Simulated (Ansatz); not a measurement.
# GaAs: how the settings move a single-point run

Aim: see which settings change the result for GaAs, by how much, and at what cost. The cell is built on a prototype (rocksalt) and needn't be the phase found in nature.

Method: reference: DFT, PBEsol, plane waves, PAW, in Ansatz 0.2.0.

1 further run of the same task is left out (it didn't finish).

## 1. The structure to begin with

It takes space group Fm-3m (No. 225, cubic). The conventional cell has a = 5.329 Å, b = 5.329 Å, c = 5.329 Å, α = 90.00°, β = 90.00°, γ = 90.00°. Ga (site symmetry m-3m) is surrounded by 6 As at 2.66 Å. As (site symmetry m-3m) is surrounded by 6 Ga at 2.66 Å.

As a file:

```
CELL_PARAMETERS angstrom
0.00000 2.66452 2.66452
2.66452 0.00000 2.66452
2.66452 2.66452 0.00000
ATOMIC_POSITIONS crystal
Ga 0.00000 0.00000 0.00000
As 0.50000 0.50000 0.50000
```

## 2. Baseline

Contents of input.yaml:

```yaml
crystal:
  lattice:
    - [0.0, 2.6645247171, 2.6645247171]
    - [2.6645247171, 0.0, 2.6645247171]
    - [2.6645247171, 2.6645247171, 0.0]
  atoms:
    - { symbol: Ga, position: [0.0, 0.0, 0.0] }
    - { symbol: As, position: [0.5, 0.5, 0.5] }
kpoints:
  mp_grid: { grid: [6, 6, 6] }
hamiltonian:
  xc: pbesol
scf:
  occupations: { method: fermi_dirac, width: 0.02 }
  n_extra_bands: 4
output:
  forces: true
  stress: true
  eigenvalues: true
```

Started as:

```console
> ansatz run input.yaml --threads 4 --pin off --max-ram 3686MiB --backend cpu --events-out ev --progress --plain --runs-dir out
```

## 3. Changed: occupations.width 0.001

Edit input.yaml of step 2 so:

```diff
@@ -13,3 +13,3 @@
 scf:
-  occupations: { method: fermi_dirac, width: 0.02 }
+  occupations: { method: fermi_dirac, width: 0.001 }
   n_extra_bands: 4
```

## 4. Changing settings: mp_grid.grid [5, 5, 5]

Edit input.yaml of step 2 so:

```diff
@@ -9,3 +9,3 @@
 kpoints:
-  mp_grid: { grid: [6, 6, 6] }
+  mp_grid: { grid: [5, 5, 5] }
 hamiltonian:
```

## 5. Changed: occupations.method cold, occupations.width 0.2

Edit input.yaml of step 2 so:

```diff
@@ -13,3 +13,3 @@
 scf:
-  occupations: { method: fermi_dirac, width: 0.02 }
+  occupations: { method: cold, width: 0.2 }
   n_extra_bands: 4
```

## 6. Changing settings: ecutwfc 500

Edit input.yaml of step 2 so:

```diff
@@ -19 +19,3 @@
   eigenvalues: true
+basis:
+  ecutwfc: 500
```

## 7. Changing settings: accuracy high

Edit input.yaml of step 2 so:

```diff
@@ -19 +19,2 @@
   eigenvalues: true
+accuracy: high
```

## 8. A further run, with the input changed

Edit input.yaml of step 2 so:

```diff
@@ -15,2 +15,3 @@
   n_extra_bands: 4
+  max_iter: 89
 output:
@@ -19 +20,4 @@
   eigenvalues: true
+magnetization:
+  spin_polarized: true
+  initial_magnetization: 0.5
```

(Steps that only read results are left out.)

**Question.** What will these runs give? Wanted: for each run, ending; energy change; pressure; gap; force.

As calculated:

| run | ending | energy change | pressure (GPa) | gap (eV) | force (eV/Å) | cycles | time |
| --- | --- | --- | --- | --- | --- | --- | --- |
| reference | converged | 0 | -1.5 | 0.00 | 0.00 | 6 | 0.84 s |
| 1: occupations.width 0.001 | converged | +0.2 meV/atom (σ→0) | -1.5 | 0.00 | 0.00 | 6 | 0.91 s |
| 2: mp_grid.grid [5, 5, 5] | converged | +49.3 meV/atom | -0.7 | 0.00 | 0.00 | 6 | 0.84 s |
| 3: occupations.method cold, occupations.width 0.2 | converged | +0.7 meV/atom (σ→0) | -1.3 | 0.00 | 0.00 | 7 | 0.76 s |
| 4: ecutwfc 500 | converged | -0.9 meV/atom | -1.5 | 0.00 | 0.00 | 6 | 0.92 s |
| 5: accuracy high | converged | 0.0 meV/atom | -1.5 | 0.00 | 0.00 | 8 | 0.95 s |
| 6: spin_polarized true, initial_magnetization 0.5 | converged | 0.0 meV/atom | -1.5 | 0.00 | 0.00 | 17 | 1.6 s |

Residual by cycle in the longest SCF loop of each run; runs are numbered as in the table. The quantity is the density residual dr2, in eV.

| cycle | reference | run 1 | run 2 | run 3 | run 4 | run 5 | run 6 |
| --- | --- | --- | --- | --- | --- | --- | --- |
| 1 | 0.00167 | 0.00165 | 0.00154 | 0.00224 | 0.00157 | 0.00167 | 0.287 |
| 2 | 9.1e-5 | 8.7e-5 | 3.8e-4 | 7.4e-4 | 8.8e-5 | 9.1e-5 | 0.0768 |
| 4 | 4.1e-6 | 3.5e-6 | 4.0e-6 | 1.9e-5 | 1.0e-5 | 4.1e-6 | 0.00282 |
| 5 | 7.8e-8 | 6.4e-8 | 9.1e-8 | 4.8e-6 | 4.8e-7 | 7.8e-8 | 7.6e-5 |
| 7 | - | - | - | 1.2e-8 | - | 5.3e-11 | 4.3e-6 |
| 8 | - | - | - | - | - | 1.6e-12 | 1.2e-6 |
| 10 | - | - | - | - | - | - | 9.3e-7 |
| 11 | - | - | - | - | - | - | 4.2e-6 |
| 13 | - | - | - | - | - | - | 9.5e-8 |
| 14 | - | - | - | - | - | - | 2.8e-8 |
| 16 | - | - | - | - | - | - | 1.4e-11 |
| 17 | - | - | - | - | - | - | 5.8e-12 |

Semilocal functionals close small gaps, so the missing gap need not be the real solid's.
